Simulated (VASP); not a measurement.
# SrO in VASP 6.6.1, single-point calculation

INCAR

```
EDIFF = 1E-7
METAGGA = R2SCAN
ISIF = 2
PREC = Accurate
ISMEAR = -4
LCHARG = .FALSE.
LWAVE = .FALSE.
NELM = 85
LASPH = .TRUE.
NBANDS = 15
ALGO = Normal
SIGMA = 0.5
ENCUT = 520
NSW = 0
ISYM = 0
IBRION = -1
LREAL = .FALSE.
```

KPOINTS

```
KPOINTS created by Atomic Simulation Environment
0
Gamma
4 4 4
0 0 0
```

POSCAR

```
Sr O
 1.0000000000000000
     0.0000000000000000    2.5282944794000000    2.5282944794000000
     2.5282944794000000    0.0000000000000000    2.5282944794000000
     2.5282944794000000    2.5282944794000000    0.0000000000000000
 Sr  O
   1   1
Cartesian
  0.0000000000000000  0.0000000000000000  0.0000000000000000
  2.5282944793999995  2.5282944793999995  2.5282944793999995
```

The recommended PBE PAW datasets give the neutral cell 16 valence electrons.

Command

```
mpirun -np 1 vasp_std
```

How does this run end, and what does it give?

It converged. Results: gap between bands v and c on the k mesh 3.70 eV; least direct gap on the k mesh 3.75 eV; pressure 7.2 GPa. Band v is the last that the valence electrons fill when counted band by band, and c is the next.

OSZICAR

```
N       E                     dE             d eps       ncg     rms          rms(c)
DAV:   1     0.507793960243E+02    0.50779E+02   -0.88622E+03  1080   0.108E+03
DAV:   2    -0.314485403935E+02   -0.82228E+02   -0.74477E+02  1438   0.228E+02
DAV:   3    -0.346445719584E+02   -0.31960E+01   -0.31731E+01  1464   0.409E+01
DAV:   4    -0.347095182557E+02   -0.64946E-01   -0.64937E-01  1201   0.595E+00
DAV:   5    -0.347112606996E+02   -0.17424E-02   -0.17424E-02  1364   0.747E-01    0.179E+01
DAV:   6    -0.268745609556E+02    0.78367E+01   -0.44553E+00  1507   0.173E+01    0.167E+01
DAV:   7    -0.269916656933E+02   -0.11710E+00   -0.20085E-01  1080   0.405E+00    0.938E+00
DAV:   8    -0.270088656239E+02   -0.17200E-01   -0.85480E-02  1080   0.310E+00    0.949E-01
DAV:   9    -0.270042052468E+02    0.46604E-02   -0.17379E-02  1311   0.125E+00    0.264E-01
DAV:  10    -0.270044201709E+02   -0.21492E-03   -0.14650E-03  1115   0.375E-01    0.130E-01
DAV:  11    -0.270046062055E+02   -0.18603E-03   -0.23862E-04  1094   0.164E-01    0.865E-02
DAV:  12    -0.270045952987E+02    0.10907E-04   -0.40530E-05  1171   0.581E-02    0.185E-02
DAV:  13    -0.270045940922E+02    0.12065E-05   -0.44481E-06  1367   0.214E-02    0.136E-02
DAV:  14    -0.270045938495E+02    0.24272E-06   -0.53098E-07  1378   0.706E-03    0.311E-03
DAV:  15    -0.270045936987E+02    0.15077E-06   -0.37070E-08   729   0.215E-03    0.581E-04
DAV:  16    -0.270045936820E+02    0.16778E-07   -0.57499E-09   624   0.582E-04
   1 F= -.27004594E+02 E0= -.27004594E+02  d E =0.000000E+00
```

For comparison, a separate r²SCAN run of the intended cell, on usual settings and not on those above, gives a gap of 3.71 eV on its mesh and a pressure of 7.2 GPa.
